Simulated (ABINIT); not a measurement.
A calculation with ABINIT 10.8.3 (patched build) of ZnO (native input, structure typed inline):

Contents of run.abi:

```
pp_dirpath "./"
pseudos "Zn.GGA_PBE-JTH.xml, O.GGA_PBE-JTH.xml"

acell 3.2879671587 3.2879671586 7.13044135 Angstrom
rprim
     1.0000000000     0.0000000000     0.0000000000
    -0.5000000000     0.8660254038     0.0000000000
     0.0000000000     0.0000000000     1.0000000000
ntypat 2
znucl 30 8
natom 4
typat 1 1 2 2
xred
     0.0000000000     0.0000000000     0.2500000000
     0.0000000000     0.0000000000     0.7500000000
     0.6666666667     0.3333333333     0.7500000000
     0.3333333333     0.6666666667     0.2500000000

ecut 625.861884 eV
pawecutdg 45.0
pawxcdev 0

kptopt 1
ngkpt 9 9 4
nshiftk 1
shiftk 0.0 0.0 0.0

ixc 11

nband 22
occopt 3
tsmear 0.00183747

nstep 100
tolvrs 1.0e-9

iomode 3
prtwf 0
prtden 0
prteig 0
prtebands 0
enunit 2
```

Potentials or basis: JTH PAW PBE v2.0.

Command:

```console
$ abinit run.abi > log 2>&1
```

Measurements of this composition are mostly on another form, of space group No. 186.

Problem. Write the same calculation in another form: ASE script, structure typed inline.

Solution. As run:

run.py

```python
import json, os
import numpy as np
from ase.units import GPa
from ase.calculators.abinit import Abinit, AbinitProfile
from ase import Atoms

atoms = Atoms(['Zn', 'Zn', 'O', 'O'],
              cell=[[3.2879671587, 0.0, 0.0], [-1.6439835793, 2.8474630862, 0.0], [0.0, 0.0, 7.13044135]],
              scaled_positions=[[0.0, 0.0, 0.25], [0.0, 0.0, 0.75], [0.6666666667, 0.3333333333, 0.75], [0.3333333333, 0.6666666667, 0.25]],
              pbc=True)

profile = AbinitProfile(command='abinit', pp_paths=[os.path.abspath('pseudos')])
params = dict(
    pps='pawxml', xc='PBE',
    ecut=625.8619,
    pawecutdg=1224.5124,
    pawxcdev=0,
    kptopt=1,
    ngkpt=[9, 9, 4],
    nshiftk=1,
    shiftk=[0.0, 0.0, 0.0],
    ixc=11,
    nband=22,
    occopt=3,
    tsmear=0.05,
    nstep=100,
    tolvrs=1e-09,
    prtwf=0,
    prtden=0,
)

atoms.calc = Abinit(profile=profile, directory='run', **params)
energy = atoms.get_potential_energy()
forces = atoms.get_forces()
stress = atoms.get_stress()
print(f'energy {energy:.6f} eV')
print('forces (eV/A)')
print(np.round(forces, 5))
print('stress (GPa, Voigt, tension positive)', np.round(stress / GPa, 4))
json.dump(dict(energy=energy, forces=forces.tolist(), stress=stress.tolist(), cell=atoms.cell.tolist(), frac=atoms.get_scaled_positions(wrap=False).tolist()), open('results.json', 'w'))
```

Potentials or basis: JTH PAW PBE v2.0.

The run is started by

```sh
$ python run.py
```

Both were run:

|  | native input, structure typed inline | ASE script, structure typed inline |
| --- | --- | --- |
| Pressure | -1.0 GPa | -1.0 GPa |
| Band gap on the k mesh | 0.82 eV, direct | 0.82 eV, direct |

Keys that steer only the numerical path or the files written may differ.

Caveat: an odd mesh through Γ misses points on the zone boundary, where band edges often lie; the atomic spheres overlap.
